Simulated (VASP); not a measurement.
# BiTe (R-3m) in VASP: notebook, part 2 of 2

VASP 6.6.1. Earlier steps stand in the parts before.

## Step 4: Electric field gradients, LDA

The input, INCAR:

```
SYSTEM = BiTe
PREC = Accurate ; ENCUT = 520
EDIFF = 1E-8 ; ISMEAR = -1
SIGMA = 0.1 ; LREAL = .FALSE.
LASPH = .TRUE. ; NELM = 80
ALGO = Normal ; ISIF = 2
LWAVE = .FALSE. ; LCHARG = .FALSE.
LEFG = .TRUE.
```

The input, BiTe.cif:

```cif
data_BiTe
_cell_length_a 4.84541555
_cell_length_b 4.84541555
_cell_length_c 9.95187586
_cell_angle_alpha 90.00000000
_cell_angle_beta 90.00000000
_cell_angle_gamma 120.00000000
_space_group_name_H-M_alt 'R-3m'
_space_group_name_Hall '-R 3 2"'
_space_group_IT_number 166
loop_
_space_group_symop_operation_xyz
'x,y,z'
'-x,-y,-z'
'-y,x-y,z'
'y,-x+y,-z'
'-x+y,-x,z'
'x-y,x,-z'
'y,x,-z'
'-y,-x,z'
'x-y,-y,-z'
'-x+y,y,z'
'-x,-x+y,-z'
'x,x-y,z'
'x+2/3,y+1/3,z+1/3'
'-x+2/3,-y+1/3,-z+1/3'
'-y+2/3,x-y+1/3,z+1/3'
'y+2/3,-x+y+1/3,-z+1/3'
'-x+y+2/3,-x+1/3,z+1/3'
'x-y+2/3,x+1/3,-z+1/3'
'y+2/3,x+1/3,-z+1/3'
'-y+2/3,-x+1/3,z+1/3'
'x-y+2/3,-y+1/3,-z+1/3'
'-x+y+2/3,y+1/3,z+1/3'
'-x+2/3,-x+y+1/3,-z+1/3'
'x+2/3,x-y+1/3,z+1/3'
'x+1/3,y+2/3,z+2/3'
'-x+1/3,-y+2/3,-z+2/3'
'-y+1/3,x-y+2/3,z+2/3'
'y+1/3,-x+y+2/3,-z+2/3'
'-x+y+1/3,-x+2/3,z+2/3'
'x-y+1/3,x+2/3,-z+2/3'
'y+1/3,x+2/3,-z+2/3'
'-y+1/3,-x+2/3,z+2/3'
'x-y+1/3,-y+2/3,-z+2/3'
'-x+y+1/3,y+2/3,z+2/3'
'-x+1/3,-x+y+2/3,-z+2/3'
'x+1/3,x-y+2/3,z+2/3'
loop_
_atom_site_label
_atom_site_type_symbol
_atom_site_symmetry_multiplicity
_atom_site_Wyckoff_symbol
_atom_site_fract_x
_atom_site_fract_y
_atom_site_fract_z
_atom_site_occupancy
Bi1 Bi 3 b 0.3333333333 0.6666666667 0.1666666667 1
Te1 Te 3 a 0.0000000000 0.0000000000 0.0000000000 1
```

The input, KPOINTS:

```
Automatic mesh
0
G
  6 6 3
  0 0 0
```

The input, POSCAR:

```
Bi Te
 1.0000000000000000
     4.8454155500000002    0.0000000000000000    0.0000000000000000
    -2.4227077749999992    4.1962529581921482    0.0000000000000000
     0.0000000000000000    0.0000000000000000    9.9518758599999995
 Bi  Te 
   3   3
Cartesian
 -0.0000000002422702  2.7975019722679737  1.6586459769983957
  2.4227077752422717  1.3987509859241745  8.2932298830016045
  4.8454155497577300  0.0000000001398751  4.9759379303317290
  0.0000000000000000  0.0000000000000000  0.0000000000000000
  2.4227077750000006  1.3987509860640492  3.3172919533333332
  0.0000000000000007  2.7975019721280985  6.6345839066666663
```

Potentials or basis: VASP PAW LDA potentials, release 64 (Bi_d, Te).

The run is started by

```bash
$ ase convert -i cif -o vasp BiTe.cif POSCAR
$ cat potpaw_LDA.64/Bi_d/POTCAR potpaw_LDA.64/Te/POTCAR > POTCAR
$ mpirun -np 1 vasp_std > vasp.out
```

OUTCAR:

```text
SYSTEM = BiTe
   PREC = Accurate
   ENCUT = 520
   EDIFF = 1E-8
   ISMEAR = -1
   LREAL = .FALSE.
   LASPH = .TRUE.
   NELM = 80
   ISIF = 2

 ion  position               nearest neighbor table
   1  0.333  0.667  0.167-   5 3.25   5 3.25   4 3.25   5 3.25   4 3.25   4 3.25
   2  0.667  0.333  0.833-   6 3.25   6 3.25   4 3.25   6 3.25   4 3.25   4 3.25
   3  1.000  0.000  0.500-   6 3.25   6 3.25   5 3.25   6 3.25   5 3.25   5 3.25
   4  0.000  0.000  0.000-   1 3.25   2 3.25   2 3.25   1 3.25   2 3.25   1 3.25
   5  0.667  0.333  0.333-   1 3.25   1 3.25   3 3.25   1 3.25   3 3.25   3 3.25
   6  0.333  0.667  0.667-   2 3.25   3 3.25   3 3.25   2 3.25   2 3.25   3 3.25

  LATTYP: Found a hexagonal cell.
 ALAT       =     4.8454155500
 C/A-ratio  =     2.0538745867

  Lattice vectors:

 A1 = (   4.8454155500,   0.0000000000,   0.0000000000)
 A2 = (  -2.4227077750,   4.1962529582,   0.0000000000)
 A3 = (   0.0000000000,   0.0000000000,   9.9518758600)

Analysis of symmetry for initial positions (statically):
=====================================================================
 Subroutine PRICEL returns following result:

  LATTYP: Found a trigonal (rhomboedric) cell.
 ALAT       =     4.3394058565
 COS(alpha) =     0.3765932215

  Lattice vectors:

 A1 = (  -2.4227077750,  -1.3987509861,  -3.3172919533)
 A2 = (   0.0000000000,   2.7975019721,  -3.3172919533)
 A3 = (   2.4227077750,  -1.3987509861,  -3.3172919533)

[... 866 lines left out ...]
  -------------------------------------------------------------------------------------
  Total       -4.6921758     -4.6921758     -3.8042868     -0.0000000      0.0000000      0.0000000
  in kB      -37.1524294    -37.1524294    -30.1221659     -0.0000000      0.0000000      0.0000000
  external PRESSURE =     -34.8090082 kB  Pullay stress =       0.0000000 kB

 VOLUME and BASIS-vectors are now :
 -----------------------------------------------------------------------------
  energy-cutoff  :      520.00
  volume of cell :      202.35
      direct lattice vectors                 reciprocal lattice vectors
     4.845415550  0.000000000  0.000000000     0.206380648  0.119153923  0.000000000
    -2.422707775  4.196252958  0.000000000     0.000000000  0.238307845  0.000000000
     0.000000000  0.000000000  9.951875860     0.000000000  0.000000000  0.100483569

 POSITION                                       TOTAL-FORCE (eV/Angst)
 -----------------------------------------------------------------------------------
     -0.00000      2.79750      1.65865        -0.000000     -0.000000      0.000000
      2.42271      1.39875      8.29323         0.000000      0.000000     -0.000000
      4.84542      0.00000      4.97594        -0.000000      0.000000      0.000000
      0.00000      0.00000      0.00000        -0.000000     -0.000000      0.000000
      2.42271      1.39875      3.31729        -0.000000     -0.000000      0.000000
      0.00000      2.79750      6.63458        -0.000000     -0.000000      0.000000
 -----------------------------------------------------------------------------------
    total drift:                                0.000000     -0.000000     -0.000000

  FREE ENERGIE OF THE ION-ELECTRON SYSTEM (eV)
  ---------------------------------------------------
  free  energy   TOTEN  =       -25.5138667668 eV

  energy  without entropy=      -25.3773595648  energy(sigma->0) =      -25.44561317

 Electric field gradients (V/A^2)
---------------------------------------------------------------------
 ion       V_xx      V_yy      V_zz      V_xy      V_xz      V_yz
---------------------------------------------------------------------
   1      59.167    59.166  -118.334    -0.001    -0.000     0.000
   2      59.167    59.166  -118.334    -0.001    -0.000     0.000
   3      59.166    59.165  -118.332    -0.001    -0.000     0.000
   4      69.250    69.250  -138.500    -0.000     0.000    -0.000
   5      69.250    69.250  -138.500    -0.000    -0.000     0.000
   6      69.250    69.250  -138.500    -0.000    -0.000     0.000
---------------------------------------------------------------------

 Electric field gradients after diagonalization (V/A^2)
 (convention: |V_zz| > |V_xx| > |V_yy|)
----------------------------------------------------------------------
 ion       V_xx      V_yy      V_zz     asymmetry (V_yy - V_xx)/ V_zz
----------------------------------------------------------------------
   1      59.168    59.166  -118.334       0.000
   2      59.168    59.166  -118.334       0.000
   3      59.167    59.165  -118.332       0.000
   4      69.250    69.250  -138.500       0.000
   5      69.250    69.250  -138.500       0.000
   6      69.250    69.250  -138.500       0.000
----------------------------------------------------------------------

           NMR quadrupolar parameters

 Cq : quadrupolar parameter    Cq=e*Q*V_zz/h
 eta: asymmetry parameters     (V_yy - V_xx)/ V_zz
 Q  : nuclear electric quadrupole moment in mb (millibarn)
----------------------------------------------------------------------
 ion       Cq(MHz)       eta       Q (mb)
----------------------------------------------------------------------
   1      -0.286       0.000       1.000
   2      -0.286       0.000       1.000
   3      -0.286       0.000       1.000
   4      -0.335       0.000       1.000
   5      -0.335       0.000       1.000
   6      -0.335       0.000       1.000
----------------------------------------------------------------------
```

stdout:

```text
POSCAR found type information on POSCAR BiTe
 POSCAR found :  2 types and       6 ions
 scaLAPACK will be used
 LDA part: xc-table for (Slater(with rela. corr.)+CA(PZ))
 , standard interpolation
 POSCAR, INCAR and KPOINTS ok, starting setup
 FFT: planning ... GRIDC
 FFT: planning ... GRID_SOFT
 FFT: planning ... GRID
 WAVECAR not read
 entering main loop
ion   1

ion   2

ion   3

ion   4

ion   5

ion   6
```

Wall time 58 s (1 thread of Intel Xeon 6975P-C (Granite Rapids), shared host); peak memory 0.3 GiB.

Results:

```
Free energy            : -25.5139 eV
Pressure               : -3.5 GPa
Band gap on the k mesh : none (metal or under the smearing width)
```

Electric field gradients, principal values (V/Å²):
```
atom     Vxx     Vyy       Vzz
1 Bi  59.166  59.168  -118.334
2 Bi  59.166  59.168  -118.334
3 Bi  59.165  59.167  -118.332
4 Te  69.250  69.250  -138.500
5 Te  69.250  69.250  -138.500
6 Te  69.250  69.250  -138.500
```

Caveat: spin-orbit coupling is left out, which moves the levels of the heavy elements.

## Step 5: Density of states, PW91+D3(BJ), spin-orbit coupling, no magnetisation

The input, run.py:

```python
from ase.calculators.vasp import Vasp
from ase.dft.dos import DOS
from ase.io import read

atoms = read('BiTe.cif', primitive_cell=True, subtrans_included=False)
calc = Vasp(
    directory='calc',
    pp='PBE',
    setups='recommended',
    prec='Accurate',
    encut=800,
    ediff=1e-06,
    ismear=2,
    sigma=0.02,
    lreal='On',
    lasph=True,
    nelm=60,
    algo='Fast',
    isif=2,
    lwave=False,
    lcharg=False,
    lorbit=11,
    lsorbit=True,
    gga_compat=False,
    gga='91',
    ivdw=12,
    vdw_s6=1.0,
    vdw_s8=1.9598,
    vdw_a1=0.6319,
    vdw_a2=4.5718,
    kpts=[5, 5, 5],
    gamma=True,
)
atoms.calc = calc

print('energy (eV):', atoms.get_potential_energy())
print('free energy (eV):', atoms.get_potential_energy(force_consistent=True))
print('forces (eV/A):')
print(atoms.get_forces())
print('stress (eV/A^3, Voigt):', atoms.get_stress())
print('Fermi level (eV):', calc.get_fermi_level())
dos = DOS(calc, width=0.2, window=(-10, 10), npts=201)
print('E - E_F (eV), DOS (1/eV)')
for e, g in zip(dos.get_energies(), dos.get_dos()):
    print(f'{e:8.3f} {g:10.4f}')
```

BiTe.cif is that of step 4.

Potentials or basis: VASP PAW PBE potentials, release 64 (Bi_d, Te).

The run is started by

```bash
$ python run.py
```

It took 5.7 min on 1 thread of Intel Xeon 6975P-C (Granite Rapids), shared host; peak memory 0.68 GiB.

These settings aren't checked as converged (typed here: ENCUT = 800; LREAL = On; ISMEAR = 2; SIGMA = 0.02): the numbers below hold their error.

What came out:

| Property | Result |
| --- | --- |
| Free energy | -4.7575 eV |
| Pressure | 12.3 GPa |
| Valence electrons inside the program's atomic spheres | Bi 10.06; Te 1.61 |
| Dispersion energy per atom | -0.293 eV |

Caveat: the PAW data sets were made with another functional, which shifts forces and pressure a little.

## Step 6: Equation of state, PBE+D3(BJ), 30.60 Å³/atom (a relaxed cell with its volume scaled by 0.96)

The input, INCAR:

```
PREC     = Accurate       # precision mode
ENCUT    = 520            # plane-wave cutoff, eV
EDIFF    = 1E-6           # SCF threshold, eV
ISMEAR   = -1             # smearing method
SIGMA    = 0.05           # smearing width, eV
LREAL    = F              # projectors in reciprocal space
LASPH    = T              # aspherical terms in the spheres
NELM     = 100            # most SCF steps
ALGO     = Normal         # electronic algorithm
ISIF     = 2              # what is computed and relaxed
LWAVE    = F              # write WAVECAR
LCHARG   = F              # write CHGCAR
GGA      = PE             # functional
IVDW     = 12             # dispersion correction
```

The input, KPOINTS:

```
Automatic mesh
0
Gamma
  6 6 6
```

The input, POSCAR:

```
BiTe                                    
1.0
    2.3780272897      1.3729546958      3.1236225227
   -2.3780272897      1.3729546958      3.1236225227
   -0.0000000000     -2.7459093917      3.1236225227
  Bi              Te            
     1     1
Direct
     0.5000000000000000    0.5000000000000000    0.5000000000000000
     0.0000000000000000    0.0000000000000000    0.0000000000000000
```

Potentials or basis: VASP PAW PBE potentials, release 64 (Bi_d, Te).

The run is started by

```bash
$ cat potpaw_PBE.64/Bi_d/POTCAR potpaw_PBE.64/Te/POTCAR > POTCAR
$ mpirun -np 1 vasp_std > vasp.out
```

Run time: 20 s. Hardware: 1 thread of Intel Xeon Platinum 8259CL at 2.50GHz (Skylake/Cascade Lake), shared host; peak memory 0.2 GiB.

The run converged. Its results:

| Item | Value |
| --- | --- |
| Free energy | -8.1045 eV |
| Pressure | 2.5 GPa |
| Band gap on the k mesh | none (metal or under the smearing width) |
| Dispersion energy per atom | -0.501 eV |

Caveat: spin-orbit coupling is left out, which moves the levels of the heavy elements; pairwise dispersion overbinds metals, which lowers pressure and volume.

## Step 7: Equation of state, PBE+D3(BJ), 31.23 Å³/atom (a relaxed cell with its volume scaled by 0.98)

INCAR is that of step 6.

KPOINTS is that of step 6.

The input, POSCAR:

```
BiTe                                    
1.0
    2.3944279961      1.3824236481      3.1451654277
   -2.3944279961      1.3824236481      3.1451654277
   -0.0000000000     -2.7648472963      3.1451654277
  Bi              Te            
     1     1
Direct
     0.5000000000000000    0.5000000000000000    0.5000000000000000
     0.0000000000000000    0.0000000000000000    0.0000000000000000
```

The run is started by

```bash
$ cat potpaw_PBE.64/Bi_d/POTCAR potpaw_PBE.64/Te/POTCAR > POTCAR
$ mpirun -np 1 vasp_std > vasp.out
```

Run time: 19 s. Hardware: 1 thread of Intel Xeon Platinum 8259CL at 2.50GHz (Skylake/Cascade Lake), shared host; peak memory 0.2 GiB.

Results (log left out):

```
Free energy                : -8.1193 eV
Pressure                   : 1.2 GPa
Band gap on the k mesh     : none (metal or under the smearing width)
Dispersion energy per atom : -0.490 eV
```

Caveat: spin-orbit coupling is left out, which moves the levels of the heavy elements; pairwise dispersion overbinds metals, which lowers pressure and volume.

## Step 8: Equation of state, PBE+D3(BJ), 31.87 Å³/atom

INCAR is that of step 7.

KPOINTS is that of step 7.

The input, POSCAR:

```
BiTe                                    
1.0
    2.4106070545      1.3917646318      3.1664171901
   -2.4106070545      1.3917646318      3.1664171901
   -0.0000000000     -2.7835292636      3.1664171901
  Bi              Te            
     1     1
Direct
     0.5000000000000000    0.5000000000000000    0.5000000000000000
     0.0000000000000000    0.0000000000000000    0.0000000000000000
```

The run is started by

```bash
$ cat potpaw_PBE.64/Bi_d/POTCAR potpaw_PBE.64/Te/POTCAR > POTCAR
$ mpirun -np 1 vasp_std > vasp.out
```

Run time: 21 s. Hardware: 1 thread of Intel Xeon Platinum 8259CL at 2.50GHz (Skylake/Cascade Lake), shared host; peak memory 0.2 GiB.

Results (log left out):

- Free energy: -8.1241 eV
- Pressure: 0.0 GPa
- Band gap on the k mesh: none (metal or under the smearing width)
- Dispersion energy per atom: -0.480 eV

Caveat: spin-orbit coupling is left out, which moves the levels of the heavy elements; pairwise dispersion overbinds metals, which lowers pressure and volume.

## Step 9: Equation of state, PBE+D3(BJ), 32.51 Å³/atom (a relaxed cell with its volume scaled by 1.02)

INCAR is that of step 8.

KPOINTS is that of step 8.

The input, POSCAR:

```
BiTe                                    
1.0
    2.4265718048      1.4009818847      3.1873874515
   -2.4265718048      1.4009818847      3.1873874515
   -0.0000000000     -2.8019637695      3.1873874515
  Bi              Te            
     1     1
Direct
     0.5000000000000000    0.5000000000000000    0.5000000000000000
     0.0000000000000000    0.0000000000000000    0.0000000000000000
```

Potentials or basis: VASP PAW PBE potentials, release 64 (Bi_d, Te).

The run is started by

```bash
$ cat potpaw_PBE.64/Bi_d/POTCAR potpaw_PBE.64/Te/POTCAR > POTCAR
$ mpirun -np 1 vasp_std > vasp.out
```

It took 31 s on 1 thread of Intel Xeon Platinum 8259CL at 2.50GHz (Skylake/Cascade Lake), shared host; peak memory 0.2 GiB.

Results (log left out):

```yaml
Free_energy: -8.1201 eV
Pressure: -1.1 GPa
Band_gap_on_the_k_mesh: none (metal or under the smearing width)
Dispersion_energy_per_atom: -0.471 eV
```

Caveat: spin-orbit coupling is left out, which moves the levels of the heavy elements; pairwise dispersion overbinds metals, which lowers pressure and volume.

## Step 10: Equation of state, PBE+D3(BJ), 33.14 Å³/atom (a relaxed cell with its volume scaled by 1.04)

INCAR is that of step 9.

KPOINTS is that of step 9.

The input, POSCAR:

```
BiTe                                    
1.0
    2.4423292061      1.4100794246      3.2080853526
   -2.4423292061      1.4100794246      3.2080853526
   -0.0000000000     -2.8201588492      3.2080853526
  Bi              Te            
     1     1
Direct
     0.5000000000000000    0.5000000000000000    0.5000000000000000
     0.0000000000000000    0.0000000000000000    0.0000000000000000
```

The run is started by

```bash
$ cat potpaw_PBE.64/Bi_d/POTCAR potpaw_PBE.64/Te/POTCAR > POTCAR
$ mpirun -np 1 vasp_std > vasp.out
```

It took 21 s on 1 thread of Intel Xeon Platinum 8259CL at 2.50GHz (Skylake/Cascade Lake), shared host; peak memory 0.19 GiB.

Results (log left out):

```yaml
Free_energy: -8.1082 eV
Pressure: -2.0 GPa
Band_gap_on_the_k_mesh: none (metal or under the smearing width)
Dispersion_energy_per_atom: -0.462 eV
```

Caveat: spin-orbit coupling is left out, which moves the levels of the heavy elements; pairwise dispersion overbinds metals, which lowers pressure and volume.

## Step 11: Equation of state, PBE+D3(BJ)

This run uses another cell than the first one, of 31.87 Å³/atom, 0.945 times its volume.

Potentials or basis: VASP PAW PBE potentials, release 64 (Bi_d, Te).

No new run: the results of the series are fitted here.

What came out:

| Item | Value |
| --- | --- |
| Equilibrium volume | 31.89 Å³/atom |
| Bulk modulus at fixed shape and positions | 55 GPa |
| Pressure derivative of the bulk modulus | 4.8 (rough: it moves with the points fitted) |

Energy against volume, from the lowest point:
```tsv
volume (Å³/atom)	energy (meV/atom)
30.595	9.79
31.233	2.41
31.870	0.00
32.507	2.01
33.145	7.97
```

Caveat: the cell was scaled at fixed shape and fractional positions, which overstates the stiffness of a crystal with free parameters, most of all of layers and chains; spin-orbit coupling is left out, which moves the levels of the heavy elements.

## Step 12: The reference run

An earlier run on the cell as given: functional PBE; potentials or basis VASP PAW PBE potentials, release 64 (Bi_d, Te); cutoff 520 eV; k mesh 7 × 7 × 7; occupations fermi-dirac, width 0.05 eV; no spin polarisation.

- Pressure: 0.1 GPa
- Band gap on the k mesh: none (metal or under the smearing width)

## Step 13: The runs side by side

| task | level | potentials or basis | spin | cell | k mesh | cutoff (eV) | smearing | ladder | other keys | gap on the mesh (eV) | pressure (GPa) |
| --- | --- | --- | --- | --- | --- | --- | --- | --- | --- | --- | --- |
| density of states | PBEsol+D4 | VASP PAW PBE potentials, release 64 (Bi, Te) | SOC, no magnetisation | R-3m, 33.72 Å³/atom | 5 × 5 × 5 | 500 | fermi-dirac 0.02 eV | - | - | - | -2.7 |
| band structure | LDA | VASP PAW LDA potentials, release 64 (Bi_d_GW, Te_GW) | SOC, no magnetisation | R-3m, 33.72 Å³/atom | 5 × 5 × 5 | 700 | fermi-dirac 0.02 eV | - | ENCUT = 700 | - | - |
| electric field gradients | LDA | VASP PAW LDA potentials, release 64 (Bi_d, Te) | off | R-3m, 33.72 Å³/atom | 6 × 6 × 3 | 520 | fermi-dirac 0.1 eV | - | - | none | -3.5 |
| equation of state | PBE+D3(BJ) | VASP PAW PBE potentials, release 64 (Bi_d, Te) | off | R-3m, 31.87 Å³/atom | 6 × 6 × 6 | 520 | fermi-dirac 0.05 eV | gaps | - | - | - |
| single point | PBE | VASP PAW PBE potentials, release 64 (Bi_d, Te) | off | R-3m, 33.72 Å³/atom | 7 × 7 × 7 | 520 | fermi-dirac 0.05 eV | - | - | none | 0.1 |

Caveats: spin-orbit coupling is left out, which moves the levels of the heavy elements (some runs); the PAW data sets were made with another functional, which shifts forces and pressure a little (some runs); the cell was scaled at fixed shape and fractional positions, which overstates the stiffness of a crystal with free parameters, most of all of layers and chains (some runs).

Total energies depend on the potentials used, so only differences within one code and one set of settings carry meaning.
